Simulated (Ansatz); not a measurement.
# BP: band gap under strain

How does strain move the band edges of BP (zincblende), and do the functionals agree on it? States: no strain; +5.0 % biaxial strain in the (111) plane, free along [111]; -1.5 % equal strain in all directions.

Code: Ansatz 0.2.0. PAW datasets, plane waves. No spin polarisation and no zero-point or thermal motion.

## (1) The cell

The unstrained cell was relaxed with r2SCAN; in each strained cell the atoms were relaxed again with r2SCAN. Names of k-points are those of the unstrained zone, where strain can split equivalent points. First state: no strain.

It is cubic, F-43m (No. 216); a = 4.537 Å in the conventional setting, 11.67 Å³ an atom. Around B lie 4 P at 1.96 Å; around P lie 4 B at 1.96 Å.

As a file:

```cif
data_structure
_symmetry_space_group_name_H-M 'F-43m'
_symmetry_Int_Tables_number 216
_cell_length_a 4.5366
_cell_length_b 4.5366
_cell_length_c 4.5366
_cell_angle_alpha 90.000
_cell_angle_beta 90.000
_cell_angle_gamma 90.000
_cell_volume 93.37
loop_
_atom_site_label
_atom_site_type_symbol
_atom_site_symmetry_multiplicity
_atom_site_Wyckoff_symbol
_atom_site_fract_x
_atom_site_fract_y
_atom_site_fract_z
_atom_site_occupancy
B1 B 4 a 0.00000 0.00000 0.00000 1
P1 P 4 d 0.25000 0.25000 0.75000 1
```

## (2) No strain: PBE

input.yaml

```yaml
crystal:
  lattice:
    - [0.0, 2.268315684, 2.268315684]
    - [2.268315684, 0.0, 2.268315684]
    - [2.268315684, 2.268315684, 0.0]
  atoms:
    - { symbol: B, position: [0.0, 0.0, 0.0] }
    - { symbol: P, position: [0.25, 0.25, 0.25] }
kpoints:
  mp_grid: { grid: [10, 10, 10] }
  band_path:
    path:
      - [0.0, 0.0, 0.0]
      - [-0.5, -0.5, 0.0]
      - [-0.375, -0.375, 0.25]
      - [-0.375, 0.0, 0.375]
      - [0.0, 0.0, 0.5]
      - [-0.5, -0.25, 0.25]
      - [0.0, 0.414062, 0.414062]
    npoints: 1
hamiltonian:
  xc: pbe
scf:
  occupations: { method: fermi_dirac, width: 0.02 }
  n_extra_bands: 4
output:
  forces: true
  stress: true
  eigenvalues: true
  write_density: true
  write_potential: true
  elf: true
  volumetric_format: npy
```

On the command line:

```bash
ansatz run input.yaml --threads 4 --pin off --max-ram 4608MiB --backend cpu --events-out ev --progress --plain --runs-dir out
```

Further steps of the session: No strain: r2SCAN; No strain: HSE06; No strain: G0W0@PBE; +5.0 % biaxial strain in the (111) plane, free along [111]: PBE; +5.0 % biaxial strain in the (111) plane, free along [111]: r2SCAN; +5.0 % biaxial strain in the (111) plane, free along [111]: HSE06; +5.0 % biaxial strain in the (111) plane, free along [111]: G0W0@PBE; -1.5 % equal strain in all directions: PBE; -1.5 % equal strain in all directions: r2SCAN; -1.5 % equal strain in all directions: HSE06; -1.5 % equal strain in all directions: G0W0@PBE.

**Question.** What will these runs give?

As calculated:

Least gap in eV (negative: overlap), with the change from the unstrained cell in brackets. G0W0 is on its own coarse mesh.

| state | volume change (%) | PBE | r2SCAN | HSE06 | G0W0 |
| --- | --- | --- | --- | --- | --- |
| no strain | +0.0 | 1.24 | 1.41 | 1.96 | 1.99 |
| +5.0 % biaxial strain in the (111) plane, free along [111] | +9.4 | 1.08 (-0.16) | 1.24 (-0.17) | 1.81 (-0.15) | 1.74 (-0.25) |
| -1.5 % equal strain in all directions | -4.4 | 1.17 (-0.07) | 1.34 (-0.07) | 1.90 (-0.06) | 1.89 (-0.10) |

**Reading.** With HSE06, of the states in the table +5.0 % biaxial strain in the (111) plane, free along [111] shifts the gap most, by -0.157 eV. PBE and HSE06 differ by 0.73 eV on the unstrained gap, and by at most 0.00 eV on its change: the two disagree on the size of the gap but agree on its response to strain. The G0W0 figures hold for the stated bands, cutoff and mesh and aren't extrapolated.
